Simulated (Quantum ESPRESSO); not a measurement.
## MgO2 under changes of volume

One of the cells (10.390 Å³/atom); the others are scaled copies at fixed shape and fractional positions:

```
Mg O
1.0
     1.60476    0.92651    3.49398
    -1.60476    0.92651    3.49398
     0.00000   -1.85302    3.49398
Mg O
1 2
Direct
  0.00000 0.00000 0.00000
  0.57121 0.57121 0.57121
  0.42879 0.42879 0.42879
```

The cell comes from a database or a generator and needn't be the stable form of this composition.

```yaml
Program: Quantum ESPRESSO 7.5
Functional: r2SCAN
Potentials_or_basis: SG15 PBE 1.2
Cutoff: 1197 eV
Density_cutoff: 4789 eV
k_mesh: 5 × 5 × 5
Occupations: fermi-dirac, width 0.05 eV
Spin: no spin polarisation
```

| volume (Å³/atom) | energy over the lowest point (meV/atom) | pressure (GPa) | gap on the mesh (eV) |
| --- | --- | --- | --- |
| 9.766 | ? | ? | ? |
| 9.974 | 0.00 | 1.2 | 3.28 |
| 10.182 | 0.13 | -1.7 | 3.16 |
| 10.390 | 3.89 | -4.4 | 3.04 |
| 10.598 | 10.92 | -6.8 | 2.92 |
| 10.805 | 20.90 | -8.9 | 2.81 |
| 11.013 | 33.53 | -10.8 | 2.70 |

**Question.** What does the run at 9.766 Å³/atom give?

**Answer.** Energy over the lowest point 3.91 meV/atom; pressure 4.5 GPa; gap on the mesh 3.42 eV.

Worked out: A Birch-Murnaghan fit of order 3 (a polynomial in V^(-2/3)) to the other rows has its minimum at 10.07 Å³/atom with B0 = V·E''(V) = 144 GPa and B' = 4.1 at fixed shape and positions, which overstates the stiffness. It gives 3.93 meV/atom at 9.766 Å³/atom, against the run's 3.91, and -dE/dV = 4.7 GPa, against 4.5. A straight line through the other rows of the gap, of slope -5.87 eV per unit of ln V (its deformation potential), extrapolates to 3.40 eV, against the run's 3.42.

Energies are extrapolated to zero smearing.

Caveats: all runs use coarse meshes; the potentials were made for another functional, which shifts forces and pressure; an odd mesh through Γ misses points on the zone boundary, where band edges often lie.
